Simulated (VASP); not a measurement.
The system is Al.

```
CELL_PARAMETERS angstrom
2.18169 1.25960 0.99864
-2.18169 1.25960 0.99864
0.00000 -2.51920 0.99864
ATOMIC_POSITIONS crystal
Al 0.50000 0.50000 0.50000
```

The cell was built by a generator and needn't be a form met in nature.

```yaml
Program: VASP 6.6.1
Task: relaxation of cell and atoms
Functional: r2SCAN
Potentials_or_basis: VASP PAW PBE potentials, release 64 (Al)
Cutoff: 600 eV
k_mesh: 9 × 9 × 9
Occupations: gaussian, width 0.1 eV
Spin: no spin polarisation
```

At the start: pressure -0.1 GPa; volume 16.47 Å³/atom.

Q: How do energy, volume and symmetry change on relaxing?

A: Over 9 steps the energy falls by 30.8 meV/atom and the volume is 16.10 Å³/atom (-2.2 %); space group Im-3m (No. 229, to 0.05 Å).

The path:
```csv
step,energy change (eV),largest force (eV/Å),pressure (GPa),volume (Å³)
1,0.0000,0.0000,-0.14,16.47
2,-0.0163,0.0000,-0.83,16.42
3,-0.0198,0.0000,-0.97,16.40
4,-0.0288,0.0000,-1.22,16.36
5,-0.0303,0.0000,-0.86,16.27
6,-0.0301,0.0000,-0.78,16.29
7,-0.0303,0.0000,-0.89,16.28
8,-0.0307,0.0000,0.55,16.00
9,-0.0308,0.0000,0.04,16.10
```

Final structure:
```
CELL_PARAMETERS angstrom
2.26453 1.30743 0.90615
-2.26453 1.30743 0.90615
0.00000 -2.61485 0.90615
ATOMIC_POSITIONS crystal
Al 0.50000 0.50000 0.50000
```

Caveat: the PAW data sets were made with another functional, which shifts forces and pressure a little.
